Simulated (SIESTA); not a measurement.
Fe:

```
Fe
1.0
    -1.44300    1.44300    1.44300
     1.44300   -1.44300    1.44300
     1.44300    1.44300   -1.44300
Fe
1
Direct
  0.00000 0.00000 0.00000
```

Base run:

- Program: SIESTA 5.4.2
- Functional: PBEsol
- Potentials or basis: PseudoDojo 0.4 standard (PBEsol files)
- Basis: DZP (energy shift 0.003 Ry; two zetas on semicore shells)
- Grid cutoff: 800 Ry
- Energy shift: 0.003 Ry
- k mesh: 13 × 13 × 13
- Occupations: fermi-dirac, width 0.05 eV
- Spin: collinear spin, zero start
- Starting moments: [0.0] μB

Its results: band gap on the k mesh none (metal or under the smearing width); pressure -36.6 GPa; net moment 0.00 μB per cell.

**Question.** The run is repeated on the same cell with these changes: spin from collinear spin, zero start to collinear spin, fm_larger start; moments at the start from [0.0] to [4.5]. What comes out?

**Answer.** Band gap on the k mesh none (metal or under the smearing width); pressure -17.2 GPa; net moment 2.36 μB per cell; site moments Fe +2.36 μB.

Caveats: short orbitals over semicore shells can move pressures by several GPa; the basis of atomic orbitals isn't converged, which shifts pressures, moduli and gaps; a pressure of tens of GPa on the cell as given is suspect, and the run, the potentials or the cell itself is likely at fault (some runs).
